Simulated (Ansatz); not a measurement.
## How far PBE and r2SCAN part for GeO2, uniaxial strain ε_zz = −2.95 %

The parent structure is GeO$_{2}$ in the rutile structure (space group P4_2/mnm, No. 136; a = 4.4884 Å, c = 2.9053 Å). Axes: x, y, z lie along a, b, c of the conventional cell.

(Cell as relaxed with PBE.)

Levels (all Ansatz, a quantum-chemistry and plane-wave program, PAW, earlier PAW set): PBE (420 eV, scalar-relativistic without spin-orbit coupling); r2SCAN (500 eV, no SOC).

Each level relaxes its own structure.

```tsv
base	PBE	r2SCAN
volume per atom	9.75 Å³	9.32 Å³
lattice parameter a	4.488 Å	4.412 Å
band gap	1.22 eV	2.49 eV
```

It is then changed as follows: the cell is compressed by 2.95 % along z with no lateral relaxation; the atoms relax in the strained cell.

```tsv
quantity	PBE	r2SCAN
electron mass	0.22 mₑ along z, 0.27 mₑ across (at Γ)	(withheld)
pressure (mean of the normal stresses, compression positive)	8.68 GPa	(withheld)
valence-band top at Γ (three highest levels, from the VBM)	0.00, -0.85, -0.85 eV	(withheld)
```

Problem. What does r2SCAN give?

Solution. 
- electron mass, r2SCAN: 0.25 mₑ along z, 0.32 mₑ across (at Γ)
- pressure (mean of the normal stresses, compression positive), r2SCAN: 10.17 GPa
- valence-band top at Γ (three highest levels, from the VBM), r2SCAN: 0.00, -0.89, -0.89 eV

PBE's pressure lies 1.49 GPa below r2SCAN's. Neither level is exact; r2SCAN is the comparison here, not a measurement.

Masses are band curvatures over ±0.01 Å⁻¹ around the edge. Whether these cells are dynamically stable was not tested.
